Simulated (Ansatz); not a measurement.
Bulk crystal (BAs) after relaxation:

```
B As
1.0
     0.00000    2.38394    2.38394
     2.38394    0.00000    2.38394
     2.38394    2.38394    0.00000
B As
1 1
Direct
  0.00000 0.00000 0.00000
  0.75000 0.75000 0.75000
```

Miller indices refer to the conventional cell of F-43m (No. 216), a = 4.768 Å, b = 4.768 Å, c = 4.768 Å, α = 90.00°, β = 90.00°, γ = 90.00°. The bulk's gap is 1.08 eV.

The (100) slab of 9 planes, 9.5 Å thick with 15 Å of vacuum as cut; outer planes B (top) and B (bottom).

The calculation used Ansatz, DFT PBEsol, scalar-relativistic, plane waves, PAW. Settings: cutoff 420 eV, Γ-centred mesh 8×8×1 on the computed 9-atom cell, Gaussian smearing of 0.05 eV; no spin polarisation. The cell repeats along c with a dipole correction in the vacuum.

The slab isn't stoichiometric (B5As4), so its surface energy depends on the chemical potentials; it is given with the excess atoms taken from the element's standard state, a limit at which the compound may itself be unstable, so the figure can be too low. This cut of an insulator is polar or leaves open shells, so the slab is metallic here; real surfaces compensate by reconstruction or adsorbates.

Results for the relaxed slab:

```yaml
Surface_energy_with_the_excess_atoms_taken_from_the_elements: 4.98 J/m²
Gap_of_the_slab_on_the_mesh: none (metal or semimetal)
Work_function: 5.49 eV
```

Relaxation lowers the energy by 0.172 J/m² a face; the largest move is 0.149 Å.

```tsv
plane (bottom to top)	atoms	spacing to next, bulk (Å)	relaxed (Å)	change (%)
1	B	1.192	1.016	-14.8
2	As	1.192	1.229	+3.1
3	B	1.192	1.177	-1.3
4	As	1.192	1.197	+0.4
5	B	1.192	1.197	+0.4
6	As	1.192	1.177	-1.3
7	B	1.192	1.229	+3.1
8	As	1.192	1.016	-14.8
9	B
```